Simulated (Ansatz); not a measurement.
Cubic perovskite LaAlO3 (cubic high-temperature phase) was calculated with revPBE in Ansatz (plane waves, PAW).

Numerical settings: plane-wave cutoff 520 eV, 10×10×10 k mesh, Fermi–Dirac smearing 0.01 eV, scalar-relativistic PAW data made under PBE.

Computed at the level's own relaxed cell.

Q: Estimate the lattice constant a, bulk modulus, pressure derivative B′ of the bulk modulus, smallest direct gap on the k points sampled and band gap that the calculation returns.

A: 
- lattice constant a = 3.835 Å
- bulk modulus = 182 GPa
- pressure derivative B′ of the bulk modulus = 4.3
- smallest direct gap on the k points sampled = 3.66 eV
- band gap = 3.51 eV

Measured, for comparison: bulk modulus 215 ± 4 GPa (room temperature, no zero-point or thermal correction, cubic phase above 14 GPa, extrapolated to zero pressure; as tabulated in Guennou et al. (2011), arXiv:1105.1276). Computed (rounded) less measured: bulk modulus -15 %.

Note: the relaxation could not lower the start's symmetry, so the cell can be a saddle point above a distorted one.

Spin–orbit coupling is not included.

Static lattice: no zero-point or thermal effects.

It cost around 50 core-seconds (rough) of CPU time.

Ansatz is a program for electronic structure.
